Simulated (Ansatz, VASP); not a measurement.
# One calculation of CaF2, two programs

```
Ca F
1.0
     0.00000    2.75803    2.75803
     2.75803    0.00000    2.75803
     2.75803    2.75803    0.00000
Ca F
1 2
Direct
  0.00000 0.00000 0.00000
  0.75000 0.75000 0.75000
  0.25000 0.25000 0.25000
```

Alike in both runs: task electric field gradients; functional r2SCAN; k mesh 9 × 9 × 9; occupations fermi-dirac, width 0.03 eV; no spin polarisation.

|  | VASP | Ansatz |
| --- | --- | --- |
| version | VASP 6.6.1 | Ansatz 0.2.0 |
| potentials or method | VASP PAW PBE potentials, release 64 (Ca_sv, F), cutoff 520 eV | all-electron PAW with datasets made for the crystal, scalar-relativistic |

```csv
,VASP,Ansatz,Ansatz less VASP
gap on the k mesh at the Fermi level (eV),7.79,7.80,+0.008
pressure (GPa),-3.0,-3.4,-0.47
Vzz of the field gradient on the site that differs most (V/Å²),0.0,0.0,0.00
```

Ansatz ran all-electron here, so the differences hold the error of VASP's frozen core and of both bases.

Caveats: the PAW data sets were made with another functional, which shifts forces and pressure a little (VASP); an odd mesh through Γ misses points on the zone boundary, where band edges often lie. r2SCAN opens gaps a little over a GGA but as a rule still falls short of measured ones.
